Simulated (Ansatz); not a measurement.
# WS2: how the settings move a single-point run

How sensitive is a single-point run of WS2 to its settings? A reference run comes first, then six runs with altered input. The cell is built on a prototype (CdI2 type) and needn't be the phase found in nature.

Method: reference: DFT, PBE, plane waves, PAW, in Ansatz 0.2.0.

2 further runs of the same task are left out: 2 that didn't finish. Runs told in other sessions of the task aren't counted.

## (1) The starting structure

The structure is trigonal, space group P-3m1 (No. 164). The conventional cell has a = 3.229 Å, b = 3.229 Å, c = 5.994 Å, α = 90.00°, β = 90.00°, γ = 120.00°. Around W (site symmetry -3m) lie 6 S at 2.42 Å. S (site symmetry 3m) has 3 W at 2.42 Å in its first shell of neighbours.

As a file:

```cif
data_structure
_symmetry_space_group_name_H-M 'P-3m1'
_symmetry_Int_Tables_number 164
_cell_length_a 3.2288
_cell_length_b 3.2288
_cell_length_c 5.9936
_cell_angle_alpha 90.000
_cell_angle_beta 90.000
_cell_angle_gamma 120.000
_cell_volume 54.11
loop_
_atom_site_label
_atom_site_type_symbol
_atom_site_symmetry_multiplicity
_atom_site_Wyckoff_symbol
_atom_site_fract_x
_atom_site_fract_y
_atom_site_fract_z
_atom_site_occupancy
W1 W 1 a 0.00000 0.00000 0.00000 1
S1 S 2 d 0.33333 0.66667 0.25668 1
```

## (2) The reference run

Input file input.yaml:

```yaml
crystal:
  lattice:
    - [3.2287644061, 0.0, 0.0]
    - [-1.6143822031, 2.7961919985, 0.0]
    - [0.0, 0.0, 5.9936451124]
  atoms:
    - { symbol: W, position: [0.0, 0.0, 0.0] }
    - { symbol: S, position: [0.3333333333, 0.6666666667, 0.2566832689] }
    - { symbol: S, position: [0.6666666667, 0.3333333333, 0.7433167311] }
kpoints:
  mp_grid: { grid: [6, 6, 4] }
hamiltonian:
  xc: pbe
scf:
  occupations: { method: fermi_dirac, width: 0.02 }
  n_extra_bands: 4
output:
  forces: true
  stress: true
  eigenvalues: true
  write_density: true
  write_potential: true
  elf: true
  volumetric_format: npy
```

Run with:

```
ansatz run input.yaml --threads 4 --pin off --max-ram 3686MiB --backend cpu --events-out ev --progress --plain --runs-dir out
```

## (3) Changing settings: occupations.method methfessel_paxton, occupations.width 0.2

input.yaml: that of step 2 with these lines changed.

```diff
@@ -14,3 +14,3 @@
 scf:
-  occupations: { method: fermi_dirac, width: 0.02 }
+  occupations: { method: methfessel_paxton, width: 0.2 }
   n_extra_bands: 4
@@ -20,5 +20 @@
   eigenvalues: true
-  write_density: true
-  write_potential: true
-  elf: true
-  volumetric_format: npy
```

## (4) Changed: accuracy high

input.yaml: that of step 2 with these lines changed.

```diff
@@ -20,5 +20,2 @@
   eigenvalues: true
-  write_density: true
-  write_potential: true
-  elf: true
-  volumetric_format: npy
+accuracy: high
```

## (5) Variant: occupations.method tetrahedron, width left out

input.yaml: that of step 2 with these lines changed.

```diff
@@ -14,3 +14,3 @@
 scf:
-  occupations: { method: fermi_dirac, width: 0.02 }
+  occupations: { method: tetrahedron }
   n_extra_bands: 4
@@ -20,5 +20 @@
   eigenvalues: true
-  write_density: true
-  write_potential: true
-  elf: true
-  volumetric_format: npy
```

## (6) Changed: xc mr2scan

input.yaml: that of step 2 with these lines changed.

```diff
@@ -12,3 +12,3 @@
 hamiltonian:
-  xc: pbe
+  xc: mr2scan
 scf:
@@ -20,5 +20 @@
   eigenvalues: true
-  write_density: true
-  write_potential: true
-  elf: true
-  volumetric_format: npy
```

## (7) Variant: occupations.method gaussian, occupations.width 0.001

input.yaml: that of step 2 with these lines changed.

```diff
@@ -14,3 +14,3 @@
 scf:
-  occupations: { method: fermi_dirac, width: 0.02 }
+  occupations: { method: gaussian, width: 0.001 }
   n_extra_bands: 4
@@ -20,5 +20 @@
   eigenvalues: true
-  write_density: true
-  write_potential: true
-  elf: true
-  volumetric_format: npy
```

## (8) Changing settings: ecutwfc 200

input.yaml: that of step 2 with these lines changed.

```diff
@@ -20,5 +20,3 @@
   eigenvalues: true
-  write_density: true
-  write_potential: true
-  elf: true
-  volumetric_format: npy
+basis:
+  ecutwfc: 200
```

Q: Predict the outcome of this session. Wanted: for each run, ending; energy change; pressure; gap; force.

**Answer**, as computed:

```csv
run,ending,energy change,pressure (GPa),gap (eV),force (eV/Å),cycles,time
reference,converged,0,3.1,0.00,0.27,6,1 s
"1: occupations.method methfessel_paxton, occupations.width 0.2",converged,-0.1 meV/atom (σ→0),3.1,0.00,0.26,7,0.9 s
2: accuracy high,converged,0.0 meV/atom,3.1,0.00,0.27,9,1 s
"3: occupations.method tetrahedron, width left out",converged,+5.6 meV/atom (σ→0),3.1,0.00,0.26,7,0.81 s
4: xc mr2scan,converged,not comparable,1.2,0.00,0.04,7,2.1 s
"5: occupations.method gaussian, occupations.width 0.001",converged,+0.1 meV/atom (σ→0),3.1,0.00,0.27,10,1 s
6: ecutwfc 200,converged,+1.45 eV/atom,1.0,0.00,0.18,7,0.5 s
```

Times don't compare one to one where runs were asked for different outputs or read a saved state (see the inputs); cycles may leave out searches for a lower state.

Residual by cycle in the longest SCF loop of each run; runs are numbered as in the table. The quantity is the density residual dr2, in eV.

```csv
cycle,reference,run 1,run 2,run 3,run 4,run 5,run 6
1,0.0127,0.0126,0.0127,0.00944,0.0233,0.0127,0.56
2,0.00797,0.0272,0.00824,0.0023,0.00975,0.0108,0.522
3,5.0e-4,0.00372,5.0e-4,4.6e-4,7.2e-4,0.00754,0.02
4,4.9e-6,2.4e-4,4.9e-6,3.0e-5,1.1e-4,0.00623,2.1e-4
5,1.0e-6,6.0e-6,1.0e-6,1.2e-6,4.8e-6,0.00247,3.2e-5
6,1.5e-8,8.3e-8,1.5e-8,1.8e-7,2.3e-7,5.3e-4,3.2e-7
7,-,2.2e-9,8.5e-10,4.1e-8,2.2e-8,1.4e-4,1.1e-8
8,-,-,3.4e-11,-,-,3.2e-6,-
9,-,-,6.7e-13,-,-,2.3e-7,-
10,-,-,-,-,-,1.1e-8,-
```

**Reading.** Run 6 ran under the cutoff that the potentials recommend, as the log warns, so basis error is mixed into its values, and swamps them where the cutoff is far short. Of the variants the dearest is «xc mr2scan» (2.1 s), the cheapest «ecutwfc 200» (0.5 s), on a shared host. The reference leaves spin out although W can carry a moment, so its state need not be the lowest.
